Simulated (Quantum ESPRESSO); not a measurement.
TiB2 under changes of volume

One of the cells (8.552 Å³/atom); the others are scaled copies at fixed shape and fractional positions:

```
Ti B
1.0
     3.02920    0.00000    0.00000
    -1.51460    2.62336    0.00000
     0.00000    0.00000    3.22840
Ti B
1 2
Direct
  0.00000 0.00000 0.00000
  0.66667 0.33333 0.50000
  0.33333 0.66667 0.50000
```

```yaml
Program: Quantum ESPRESSO 7.5
Functional: PBE
Potentials_or_basis: SSSP 1.3 efficiency PBE
Cutoff: 748 eV
Density_cutoff: 5987 eV
k_mesh: 10 × 10 × 8
Occupations: fermi-dirac, width 0.05 eV
Spin: no spin polarisation
```

```csv
volume (Å³/atom),energy over the lowest point (meV/atom),pressure (GPa)
8.039,?,?
8.210,11.96,11.3
8.381,2.98,5.4
8.552,0.00,0.0
8.723,2.47,-4.8
8.894,9.88,-9.2
9.065,21.79,-13.2
```

What does the run at 8.039 Å³/atom give?

Energy over the lowest point 27.56 meV/atom; pressure 17.8 GPa.

Worked out: A Birch-Murnaghan fit of order 3 (a polynomial in V^(-2/3)) to the other rows has its minimum at 8.56 Å³/atom with B0 = V·E''(V) = 254 GPa and B' = 3.8 at fixed shape and positions, which overstates the stiffness. It gives 27.55 meV/atom at 8.039 Å³/atom, against the run's 27.56, and -dE/dV = 17.9 GPa, against 17.8.

Energies are extrapolated to zero smearing.
